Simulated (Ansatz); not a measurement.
**Computed properties of FeO**

```
CELL_PARAMETERS angstrom
0.00000 2.30113 2.30113
2.30113 0.00000 2.30113
2.30113 2.30113 0.00000
ATOMIC_POSITIONS crystal
Fe 0.00000 0.00000 0.00000
O 0.25000 0.25000 0.25000
```

Atoms are numbered in the order listed.

The structure comes from a relaxation in the same program, started in the zincblende type, and has space group F-43m. Whether it is a known phase or the ground state wasn't checked.

Semilocal functionals without U often leave such compounds metallic or with too small a gap, and the real magnetic order may differ.

Other magnetic orders may lie lower; this is the state that the run reached.

All numbers are computed: DFT, PBE, all-electron LAPW, scalar-relativistic (Ansatz 0.2.0); DFT, PBE, PAW with Ansatz's default frozen-core files, scalar-relativistic (Ansatz 0.2.0); DFT, PBE, all-electron PAW with datasets made for the crystal, scalar-relativistic (Ansatz 0.2.0).

For LAPW: a Γ-centred 13×13×13 k mesh, Fermi–Dirac smearing of 0.08 eV, basis error target 0.5 meV/atom, spin-polarised from start moments Fe1 3 μB. PAW takes a cutoff of 420 eV at this cell. The crystal-made all-electron datasets (AE datasets) take a cutoff of 440 eV at this cell. The Ansatz runs share mesh, smearing and spin set-up. Values come from LAPW unless marked.

```yaml
Bader_charges_from_the_PAW_run: Fe1 +1.27, O2 -1.27 e
Density_of_states_at_the_Fermi_level_0.2_eV_bin: 1.90 states/eV per cell
Moments_in_the_spheres: Fe1 3.54, O2 0.32 μB
Band_gap: none at this level of theory (metallic, semimetallic, or a small gap that the functional closes)
Volume_per_atom: 82.2 bohr³
Pressure_at_this_cell: 0.00 GPa
```

Q: Predict this quantity. Moment of the cell.

A: 4.01 μB.

Q: Give the computed value. Löwdin charges (with 0.18 e of the cell spilling out of the atomic basis, so their sizes and signs hang on that basis).

A: Fe1 1.18, O2 -1.00 e.

Q: Contact hyperfine fields (crystal-made datasets): what does the calculation give?

A: Fe1 -19.1, O2 15.7 T, core polarisation included, positive along the moment of the spin-up electrons.
